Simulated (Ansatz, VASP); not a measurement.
## Two plane-wave programs on TiPt3

Contents of POSCAR:

```
TiPt3
1.0
    3.8970000000      0.0000000000      0.0000000000
    0.0000000000      3.8970000000      0.0000000000
    0.0000000000      0.0000000000      3.8970000000
Ti Pt
1 3
Direct
    0.0000000000      0.0000000000      0.0000000000
    0.0000000000      0.5000000000      0.5000000000
    0.5000000000      0.0000000000      0.5000000000
    0.5000000000      0.5000000000      0.0000000000
```

INCAR.step1

```
SYSTEM = TiPt3
  PREC = Accurate
  ENCUT = 520
  ISMEAR = 1
  SIGMA = 0.1
  LREAL = .FALSE.
  LASPH = .TRUE.
  NELM = 100
  NBANDS = 29
  GGA = PE
  ALGO = Normal
  EDIFF = 1E-4
  LWAVE = .TRUE.
  LCHARG = .FALSE.
```

The input INCAR.step2:

```
SYSTEM = TiPt3
  PREC = Accurate
  ENCUT = 520
  EDIFF = 1E-6
  ISMEAR = 1
  SIGMA = 0.1
  LREAL = .FALSE.
  LASPH = .TRUE.
  NELM = 100
  ALGO = Normal
  ISIF = 2
  LWAVE = .FALSE.
  LCHARG = .FALSE.
  METAGGA = R2SCAN
  LMIXTAU = .TRUE.
  NBANDS = 29
  ISTART = 1
```

File KPOINTS:

```
regular mesh
0
G
  6 6 6
  0 0 0
```

Input for Ansatz:

```yaml
crystal:
  lattice:
    - [3.897, 0.0, 0.0]
    - [0.0, 3.897, 0.0]
    - [0.0, 0.0, 3.897]
  atoms:
    - { symbol: Ti, position: [0.0, 0.0, 0.0] }
    - { symbol: Pt, position: [0.0, 0.5, 0.5] }
    - { symbol: Pt, position: [0.5, 0.0, 0.5] }
    - { symbol: Pt, position: [0.5, 0.5, 0.0] }
basis:
  ecutwfc: 550.0
kpoints:
  mp_grid:
    grid: [6, 6, 6]
hamiltonian:
  xc: r2scan
scf:
  occupations:
    method: cold
output:
  stress: true
```

Alike in both runs: task single point; functional r2SCAN; k mesh 6 × 6 × 6; no spin polarisation.

|  | VASP | Ansatz |
| --- | --- | --- |
| version | VASP 6.6.1 | Ansatz 0.2.0 |
| potentials or method | VASP PAW PBE potentials, release 64 (Ti_sv, Pt) | plane waves, PAW |
| plane-wave cutoff (eV) | 520 | 550 |
| occupations | methfessel-paxton of order 1, width 0.1 eV | cold |
| valence electrons in the cell | 42 | 66 |

VASP gave:

| Property | Result |
| --- | --- |
| pressure (GPa) | 5.7 |

Question: Estimate Ansatz's values.

Answer: Pressure (GPa): 4.9.

The two sets of potentials don't hold the same shells in valence.

Caveats: the PAW data sets were made with another functional, which shifts forces and pressure a little (VASP). Spin-orbit coupling is left out, which matters for the levels of Pt.
